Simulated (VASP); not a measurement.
The system is I.

```
I
1.0
     2.53835   -3.70662    0.00000
     2.53835    3.70662    0.00000
    -1.62087    0.00000    2.38110
I
1
Direct
  0.50000 0.50000 0.50000
```

| Property | Result |
| --- | --- |
| Program | VASP 6.6.1 |
| Task | single point |
| Functional | PBE |
| Potentials or basis | VASP PAW PBE potentials, release 64 (I) |
| Cutoff | 520 eV |
| k mesh | 7 × 7 × 11 |
| Occupations | fermi-dirac, width 0.05 eV |
| Spin | no spin polarisation |

On this cell: pressure 1.1 GPa; band gap on the k mesh none (metal or under the smearing width).

The same run follows on a disturbed copy (cell strained at random at fixed volume):

```
CELL_PARAMETERS angstrom
2.44124 -3.64831 -0.01165
2.63059 3.77797 -0.06487
-1.65521 -0.05849 2.40583
ATOMIC_POSITIONS crystal
I 0.50675 0.49546 0.51572
```

Problem. What does the disturbed cell give?

Solution. The energy (extrapolated to zero smearing) moves by +0.6 meV/atom; pressure 0.4 GPa; band gap on the k mesh none (metal or under the smearing width).

Stress tensor (GPa, compression positive):
```
 0.35 -0.15  0.15
-0.15  0.81  0.04
 0.15  0.04  0.16
```

Caveats: an odd number of electrons without spin polarisation forces a metal; a magnetic or distorted state may lie lower.
